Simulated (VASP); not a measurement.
# C (C2/m) in VASP: a series of runs

The runs below take C through single point, with PBEsol.

Program: VASP 6.6.1. These are calculated values, not measurements. Logs are shortened: lines on timing, memory, paths and dates and some standing lists are left out, and cuts for length are marked.

## (1) Starting point

The structure is monoclinic, space group C2/m (No. 12). Conventional cell: a = 4.255 Å, b = 2.457 Å, c = 3.765 Å, α = 90.00°, β = 111.49°, γ = 90.00°. Around C (site symmetry m) lie 3 C at 1.42 Å.

This is a stacking variant of graphite.

## (2) Single point, PBEsol

Contents of INCAR:

```
  PREC = Accurate
  ENCUT = 520
  EDIFF = 1E-6
  ISMEAR = 0
  SIGMA = 0.05
  LREAL = Auto
  LASPH = T
  NELM = 100
  ALGO = Normal
  ISIF = 2
  LWAVE = F
  LCHARG = F
  GGA = PS
  ADDGRID = F
```

Contents of KPOINTS:

```
regular mesh
0
Gamma
  11 11 7
```

Contents of POSCAR:

```
C
1.0
    2.1273203072     -1.2282824400      0.0000000000
    2.1273203072      1.2282824400      0.0000000000
   -1.3790696309      0.0000000000      3.5028300786
C
2
Direct
    0.1666444700      0.1666444700      0.9999069600
    0.8333555300      0.8333555300      0.0000930400
```

Potentials or basis: VASP PAW PBE potentials, release 64 (C).

Command:

```console
$ cat potpaw_PBE.64/C/POTCAR > POTCAR
$ mpirun -np 1 vasp_std > vasp.out
```

OUTCAR:

```text
PREC = Accurate
   ENCUT = 520
   EDIFF = 1E-6
   ISMEAR = 0
   LREAL = Auto
   LASPH = T
   NELM = 100
   ISIF = 2
   GGA = PS

 Found    234 irreducible k-points:

 Following reciprocal coordinates:
            Coordinates               Weight
  0.000000  0.000000  0.000000      1.000000
  0.090909  0.000000 -0.000000      4.000000
  0.181818 -0.000000 -0.000000      4.000000
  0.272727 -0.000000  0.000000      4.000000
  0.363636  0.000000 -0.000000      4.000000
  0.454545  0.000000 -0.000000      4.000000
   k-points           NKPTS =    234   k-points in BZ     NKDIM =    234   number of bands    NBANDS=      8
   number of dos      NEDOS =    301   number of ions     NIONS =      2
   total plane-waves  NPLWV =   9072
   dimension x,y,z NGX =    18 NGY =   18 NGZ =   28
   dimension x,y,z NGXF=    36 NGYF=   36 NGZF=   56
   ions per type =               2
   NGX,Y,Z   is equivalent  to a cutoff of  12.18, 12.18, 12.37 a.u.
   NGXF,Y,Z  is equivalent  to a cutoff of  24.36, 24.36, 24.73 a.u.
 SYSTEM =  unknown system
   PREC   = accura    normal or accurate (medium, high low for compatibility)
   ISTART =      0    job   : 0-new  1-cont  2-samecut
   ICHARG =      2    charge: 1-file 2-atom 10-const
   ISPIN  =      1    spin polarized calculation?
   LNONCOLLINEAR =      F non collinear calculations
   LSORBIT =      F    spin-orbit coupling
   LASPH  =      T    aspherical Exc in radial PAW
   ENCUT  =  520.0 eV  38.22 Ry    6.18 a.u.   4.57  4.57  7.00*2*pi/ulx,y,z
   NELM   =    100;   NELMIN=  2; NELMDL= -5     # of ELM steps
   EDIFF  = 0.1E-05   stopping-criterion for ELM
   LREAL  =      T    real-space projection
   EDIFFG = 0.1E-04   stopping-criterion for IOM
   NSW    =      0    number of steps for IOM
   IBRION =     -1    ionic relax: 0-MD 1-quasi-New 2-CG
   NFREE  =      0    steps in history (QN), initial steepest desc. (CG)
   ISIF   =      2    stress and relaxation
   ISYM   =      2    0-nonsym 1-usesym 2-fastsym
   POTIM  = 0.5000    time-step for ionic-motion
   TEBEG  =    0.0;   TEEND  =   0.0 temperature during run
   PSTRESS=    0.0 pullay stress
   NELECT =       8.0000    total number of electrons
   NUPDOWN=      -1.0000    fix difference up-down
   EMIN   =  10.00;   EMAX   =-10.00  energy-range for DOS
   EFERMI =   0.00;   METHOD = LEGACY
   ISMEAR =     0;   SIGMA  =   0.05  broadening in eV -4-tet -1-fermi 0-gaus
   EFERMI_NEDOS =   21; number of points for ismear=-14 and -15
   IALGO  =     38    algorithm
   IMIX   =      4    mixing-type and parameters
     AMIX     =   0.40;   BMIX     =  1.00
     AMIX_MAG =   1.60;   BMIX_MAG =  1.00
  volume/ion in A,a.u.               =       9.15        61.77
  Fermi-wavevector in a.u.,A,eV,Ry     =   1.242352  2.347705 20.999765  1.543439
  Thomas-Fermi vector in A             =   2.376710
   LORBIT       =      0    0 simple, 1 ext, 2 COOP (PROOUT), +10 PAW based schemes
   GGA     = PS    functional components
   LHFCALC =     F    Hartree Fock is set to
   AEXX    =    0.0000 exact exchange contribution
   IVDW    =     0    specifies the selected vdW correction
   LEPSILON=     F    determine dielectric tensor
   LRPA    =     F    only Hartree local field effects (RPA)
 non-spin polarized calculation
 Gauss-broadening in eV      SIGMA  =   0.05
  energy-cutoff  :      520.00
  volume of cell :       18.31
 maximum number of plane-waves:       506
   NGX =  9   NGY =  9   NGZ = 13

 number of electron       8.0000000 magnetization

 Free energy of the ion-electron system (eV)
  ---------------------------------------------------
  ext. energy  EPLUGINS =         0.00000000
  ---------------------------------------------------
  free energy    TOTEN  =       -19.29095099 eV

  energy without entropy =      -19.29095099  energy(sigma->0) =      -19.29095099

 E-fermi :   4.0156     XC(G=0): -10.2648

 val. band max:        3.8047936346   @ k =  -0.2727   0.3636   0.1429
 cond. band min:       4.9291950636   @ k =  -0.2727   0.3636   0.1429
 fundamental gap:      1.1244014290
 Fermi energy:         4.0155819421

 k-point     1 :       0.0000    0.0000    0.0000
  band No.  band energies     occupation
      1     -15.3719      2.00000
      2      -2.5737      2.00000
      3       1.3180      2.00000
      4       1.3216      2.00000
      5       7.9889      0.00000
      6      12.6908      0.00000
      7      12.6930      0.00000
      8      15.8272      0.00000

 k-point     2 :       0.0909    0.0000   -0.0000
  band No.  band energies     occupation
      1     -15.1720      2.00000
      2      -2.3620      2.00000
      3       0.5485      2.00000
      4       0.9167      2.00000
      5       8.2705      0.00000
      6      12.7765      0.00000
      7      13.5258      0.00000
      8      15.1379      0.00000

 k-point     3 :       0.1818   -0.0000   -0.0000
  band No.  band energies     occupation
      1     -14.5754      2.00000
      2      -1.7327      2.00000
      3      -1.3459      2.00000
      4       0.0087      2.00000
      5       9.1116      0.00000
      6      12.7210      0.00000
      7      13.3595      0.00000
      8      15.6923      0.00000

 k-point     4 :       0.2727   -0.0000    0.0000
  band No.  band energies     occupation
      1     -13.5912      2.00000
      2      -3.7079      2.00000
      3      -0.9405      2.00000
      4      -0.7088      2.00000
      5      10.4419      0.00000
      6      11.0332      0.00000
      7      12.4651      0.00000
      8      18.6167      0.00000

 k-point     5 :       0.3636    0.0000   -0.0000
  band No.  band energies     occupation
      1     -12.2395      2.00000
      2      -6.1252      2.00000
      3      -1.6659      2.00000
      4       0.6317      2.00000
      5       8.5209      0.00000
      6      12.0240      0.00000
      7      12.5404      0.00000
      8      19.3859      0.00000

 k-point     6 :       0.4545    0.0000   -0.0000
  band No.  band energies     occupation
      1     -10.5883      2.00000
      2      -8.3453      2.00000
      3      -2.0505      2.00000
      4       1.9507      2.00000
      5       6.5922      0.00000
      6      11.9366      0.00000
      7      14.7353      0.00000
      8      17.2546      0.00000

 [... further k-points ...]

------------------------ aborting loop because EDIFF is reached ----------------------------------------

  FORCE on cell =-STRESS in cart. coord.  units (eV):
  Direction    XX          YY          ZZ          XY          YZ          ZX
  --------------------------------------------------------------------------------------
  -------------------------------------------------------------------------------------
  Total        0.2375782      0.2302476      0.0381683      0.0000000      0.0000000      0.0034202
  in kB       20.7939522     20.1523378      3.3406671      0.0000000      0.0000000      0.2993511
  external PRESSURE =      14.7623190 kB  Pullay stress =       0.0000000 kB

 VOLUME and BASIS-vectors are now :
 -----------------------------------------------------------------------------
  energy-cutoff  :      520.00
  volume of cell :       18.31
      direct lattice vectors                 reciprocal lattice vectors
     2.127320307 -1.228282440  0.000000000     0.235037478 -0.407072497  0.092534619
     2.127320307  1.228282440  0.000000000     0.235037478  0.407072497  0.092534619
    -1.379069631  0.000000000  3.502830079     0.000000000  0.000000000  0.285483446

 POSITION                                       TOTAL-FORCE (eV/Angst)
 -----------------------------------------------------------------------------------
     -0.66993      0.00000      3.50250        -0.003273      0.000000      0.004601
      3.54550      0.00000      0.00033         0.003273      0.000000     -0.004601
 -----------------------------------------------------------------------------------
    total drift:                               -0.000000     -0.000000      0.000000

  FREE ENERGIE OF THE ION-ELECTRON SYSTEM (eV)
  ---------------------------------------------------
  free  energy   TOTEN  =       -19.2909509888 eV

  energy  without entropy=      -19.2909509888  energy(sigma->0) =      -19.29095099
```

It took 32 s on 1 thread of Intel Xeon Platinum 8488C (Sapphire Rapids), shared host; peak memory 0.12 GiB.

The run converged, but some of its settings lie outside the range that counts as converged, so its numbers aren't taken as properties of the crystal.

What came out:

| Property | Result |
| --- | --- |
| Free energy | -19.2910 eV |
| Pressure | 1.5 GPa |
| Largest force | 0.006 eV/Å |
| Band gap on the k mesh | 1.12 eV, direct |

Caveat: the PAW data sets were made with another functional, which shifts forces and pressure a little; an odd mesh through Γ misses points on the zone boundary, where band edges often lie; this functional lacks dispersion, which binds the layers, so the pressure and a relaxed spacing across them are unreliable.

## (3) Single point, PBEsol

INCAR, as its differences from that of step 2:

```diff
@@ -2,6 +2,6 @@
   ENCUT = 520
-  EDIFF = 1E-6
+  EDIFF = 1E-4
   ISMEAR = 0
   SIGMA = 0.05
-  LREAL = Auto
+  LREAL = F
   LASPH = T
```

KPOINTS is that of step 2.

POSCAR is that of step 2.

Potentials or basis: VASP PAW PBE potentials, release 64 (C).

Command:

```console
$ cat potpaw_PBE.64/C/POTCAR > POTCAR
$ mpirun -np 1 vasp_std > vasp.out
```

Run time: 20 s. Hardware: 1 thread of Intel Xeon Platinum 8488C (Sapphire Rapids), shared host; peak memory 0.13 GiB.

These settings aren't checked as converged: the numbers below hold their error.

Results:

| Property | Result |
| --- | --- |
| Free energy | -19.2898 eV |
| Pressure | 1.7 GPa |
| Largest force | 0.006 eV/Å |
| Band gap on the k mesh | 1.12 eV, direct |

Caveat: the PAW data sets were made with another functional, which shifts forces and pressure a little; an odd mesh through Γ misses points on the zone boundary, where band edges often lie; this functional lacks dispersion, which binds the layers, so the pressure and a relaxed spacing across them are unreliable.

## (4) Single point, PBEsol

INCAR, as its differences from that of step 3:

```diff
@@ -1,4 +1,4 @@
   PREC = Accurate
-  ENCUT = 520
-  EDIFF = 1E-4
+  ENCUT = 460
+  EDIFF = 1E-6
   ISMEAR = 0
```

Contents of KPOINTS:

```
regular mesh
0
Gamma
  13 13 8
```

POSCAR is that of step 3.

Command:

```console
$ cat potpaw_PBE.64/C/POTCAR > POTCAR
$ mpirun -np 1 vasp_std > vasp.out
```

Run time: 31 s. Hardware: 1 thread of Intel Xeon Platinum 8488C (Sapphire Rapids), shared host; peak memory 0.14 GiB.

The run converged, but some of its settings lie outside the range that counts as converged, so its numbers aren't taken as properties of the crystal.

Results:

| Item | Value |
| --- | --- |
| Free energy | -19.2937 eV |
| Pressure | 1.3 GPa |
| Largest force | 0.005 eV/Å |
| Band gap on the k mesh | 0.92 eV, indirect (least direct gap 0.93 eV) |

Caveat: the cutoff is under 1.25 times the usual one of these potentials, so pressure, stress and relaxed cells hold a basis-set (Pulay) error; the PAW data sets were made with another functional, which shifts forces and pressure a little; an odd mesh through Γ misses points on the zone boundary, where band edges often lie; this functional lacks dispersion, which binds the layers, so the pressure and a relaxed spacing across them are unreliable.

## (5) Single point, PBEsol

INCAR, as its differences from that of step 4:

```diff
@@ -1,3 +1,3 @@
   PREC = Accurate
-  ENCUT = 460
+  ENCUT = 650
   EDIFF = 1E-6
```

Contents of KPOINTS:

```
regular mesh
0
Gamma
  11 11 7
```

POSCAR is that of step 4.

Command:

```console
$ cat potpaw_PBE.64/C/POTCAR > POTCAR
$ mpirun -np 1 vasp_std > vasp.out
```

Wall time 32 s (1 thread of Intel Xeon Platinum 8488C (Sapphire Rapids), shared host); peak memory 0.15 GiB.

These settings aren't checked as converged: the numbers below hold their error.

Results:

* Free energy: -19.2990 eV
* Pressure: 1.0 GPa
* Largest force: 0.006 eV/Å
* Band gap on the k mesh: 1.12 eV, direct

Caveat: the PAW data sets were made with another functional, which shifts forces and pressure a little; an odd mesh through Γ misses points on the zone boundary, where band edges often lie; this functional lacks dispersion, which binds the layers, so the pressure and a relaxed spacing across them are unreliable.

## (6) Single point, PBEsol

INCAR, as its differences from that of step 5:

```diff
@@ -1,3 +1,3 @@
   PREC = Accurate
-  ENCUT = 650
+  ENCUT = 520
   EDIFF = 1E-6
```

Contents of KPOINTS:

```
regular mesh
0
Gamma
  13 13 8
```

POSCAR is that of step 5.

Potentials or basis: VASP PAW PBE potentials, release 64 (C).

Command:

```console
$ cat potpaw_PBE.64/C/POTCAR > POTCAR
$ mpirun -np 1 vasp_std > vasp.out
```

OUTCAR:

```text
PREC = Accurate
   ENCUT = 520
   EDIFF = 1E-6
   ISMEAR = 0
   LREAL = F
   LASPH = T
   NELM = 100
   ISIF = 2
   GGA = PS

 Found    371 irreducible k-points:

 Following reciprocal coordinates:
            Coordinates               Weight
  0.000000  0.000000  0.000000      1.000000
  0.076923 -0.000000  0.000000      4.000000
  0.153846  0.000000 -0.000000      4.000000
  0.230769 -0.000000 -0.000000      4.000000
  0.307692  0.000000 -0.000000      4.000000
  0.384615  0.000000 -0.000000      4.000000
   k-points           NKPTS =    371   k-points in BZ     NKDIM =    371   number of bands    NBANDS=      8
   number of dos      NEDOS =    301   number of ions     NIONS =      2
   total plane-waves  NPLWV =   9072
   dimension x,y,z NGX =    18 NGY =   18 NGZ =   28
   dimension x,y,z NGXF=    36 NGYF=   36 NGZF=   56
   ions per type =               2
   NGX,Y,Z   is equivalent  to a cutoff of  12.18, 12.18, 12.37 a.u.
   NGXF,Y,Z  is equivalent  to a cutoff of  24.36, 24.36, 24.73 a.u.
 SYSTEM =  unknown system
   PREC   = accura    normal or accurate (medium, high low for compatibility)
   ISTART =      0    job   : 0-new  1-cont  2-samecut
   ICHARG =      2    charge: 1-file 2-atom 10-const
   ISPIN  =      1    spin polarized calculation?
   LNONCOLLINEAR =      F non collinear calculations
   LSORBIT =      F    spin-orbit coupling
   LASPH  =      T    aspherical Exc in radial PAW
   ENCUT  =  520.0 eV  38.22 Ry    6.18 a.u.   4.57  4.57  7.00*2*pi/ulx,y,z
   NELM   =    100;   NELMIN=  2; NELMDL= -5     # of ELM steps
   EDIFF  = 0.1E-05   stopping-criterion for ELM
   LREAL  =      F    real-space projection
   EDIFFG = 0.1E-04   stopping-criterion for IOM
   NSW    =      0    number of steps for IOM
   IBRION =     -1    ionic relax: 0-MD 1-quasi-New 2-CG
   NFREE  =      0    steps in history (QN), initial steepest desc. (CG)
   ISIF   =      2    stress and relaxation
   ISYM   =      2    0-nonsym 1-usesym 2-fastsym
   POTIM  = 0.5000    time-step for ionic-motion
   TEBEG  =    0.0;   TEEND  =   0.0 temperature during run
   PSTRESS=    0.0 pullay stress
   NELECT =       8.0000    total number of electrons
   NUPDOWN=      -1.0000    fix difference up-down
   EMIN   =  10.00;   EMAX   =-10.00  energy-range for DOS
   EFERMI =   0.00;   METHOD = LEGACY
   ISMEAR =     0;   SIGMA  =   0.05  broadening in eV -4-tet -1-fermi 0-gaus
   EFERMI_NEDOS =   21; number of points for ismear=-14 and -15
   IALGO  =     38    algorithm
   IMIX   =      4    mixing-type and parameters
     AMIX     =   0.40;   BMIX     =  1.00
     AMIX_MAG =   1.60;   BMIX_MAG =  1.00
  volume/ion in A,a.u.               =       9.15        61.77
  Fermi-wavevector in a.u.,A,eV,Ry     =   1.242352  2.347705 20.999765  1.543439
  Thomas-Fermi vector in A             =   2.376710
   LORBIT       =      0    0 simple, 1 ext, 2 COOP (PROOUT), +10 PAW based schemes
   GGA     = PS    functional components
   LHFCALC =     F    Hartree Fock is set to
   AEXX    =    0.0000 exact exchange contribution
   IVDW    =     0    specifies the selected vdW correction
   LEPSILON=     F    determine dielectric tensor
   LRPA    =     F    only Hartree local field effects (RPA)
 non-spin polarized calculation
 Gauss-broadening in eV      SIGMA  =   0.05
  energy-cutoff  :      520.00
  volume of cell :       18.31
 maximum number of plane-waves:       506
   NGX =  9   NGY =  9   NGZ = 13

 number of electron       8.0000000 magnetization

 Free energy of the ion-electron system (eV)
  ---------------------------------------------------
  ext. energy  EPLUGINS =         0.00000000
  ---------------------------------------------------
  free energy    TOTEN  =       -19.29028568 eV

  energy without entropy =      -19.29028568  energy(sigma->0) =      -19.29028568

 E-fermi :   4.1281     XC(G=0): -10.2644

 val. band max:        3.9112010177   @ k =  -0.3077   0.3077   0.0000
 cond. band min:       4.8277975266   @ k =  -0.3077   0.3846   0.3750
 fundamental gap:      0.9165965089
 Fermi energy:         4.1281037858

 k-point     1 :       0.0000    0.0000    0.0000
  band No.  band energies     occupation
      1     -15.3710      2.00000
      2      -2.5734      2.00000
      3       1.3190      2.00000
      4       1.3225      2.00000
      5       7.9895      0.00000
      6      12.6916      0.00000
      7      12.6939      0.00000
      8      15.8279      0.00000
[... 45 lines left out ...]
 k-point     6 :       0.3846    0.0000   -0.0000
  band No.  band energies     occupation
      1     -11.8786      2.00000
      2      -6.6636      2.00000
      3      -1.7866      2.00000
      4       0.9638      2.00000
      5       7.9996      0.00000
      6      12.0299      0.00000
      7      12.9788      0.00000
      8      18.9668      0.00000

 [... further k-points ...]

------------------------ aborting loop because EDIFF is reached ----------------------------------------

  FORCE on cell =-STRESS in cart. coord.  units (eV):
  Direction    XX          YY          ZZ          XY          YZ          ZX
  --------------------------------------------------------------------------------------
  -------------------------------------------------------------------------------------
  Total        0.2429396      0.2346170      0.0550600      0.0000000      0.0000000     -0.0035468
  in kB       21.2632005     20.5347737      4.8191083      0.0000000      0.0000000     -0.3104311
  external PRESSURE =      15.5390275 kB  Pullay stress =       0.0000000 kB

 VOLUME and BASIS-vectors are now :
 -----------------------------------------------------------------------------
  energy-cutoff  :      520.00
  volume of cell :       18.31
      direct lattice vectors                 reciprocal lattice vectors
     2.127320307 -1.228282440  0.000000000     0.235037478 -0.407072497  0.092534619
     2.127320307  1.228282440  0.000000000     0.235037478  0.407072497  0.092534619
    -1.379069631  0.000000000  3.502830079     0.000000000  0.000000000  0.285483446

 POSITION                                       TOTAL-FORCE (eV/Angst)
 -----------------------------------------------------------------------------------
     -0.66993      0.00000      3.50250        -0.002300      0.000000      0.004130
      3.54550      0.00000      0.00033         0.002300      0.000000     -0.004130
 -----------------------------------------------------------------------------------
    total drift:                               -0.000000     -0.000000      0.000000

  FREE ENERGIE OF THE ION-ELECTRON SYSTEM (eV)
  ---------------------------------------------------
  free  energy   TOTEN  =       -19.2902856755 eV

  energy  without entropy=      -19.2902856755  energy(sigma->0) =      -19.29028568
```

It took 33 s on 1 thread of Intel Xeon Platinum 8488C (Sapphire Rapids), shared host; peak memory 0.15 GiB.

These settings aren't checked as converged: the numbers below hold their error.

Results:

- Free energy: -19.2903 eV
- Pressure: 1.6 GPa
- Largest force: 0.005 eV/Å
- Band gap on the k mesh: 0.92 eV, indirect (least direct gap 0.93 eV)

Caveat: the PAW data sets were made with another functional, which shifts forces and pressure a little; an odd mesh through Γ misses points on the zone boundary, where band edges often lie; this functional lacks dispersion, which binds the layers, so the pressure and a relaxed spacing across them are unreliable.
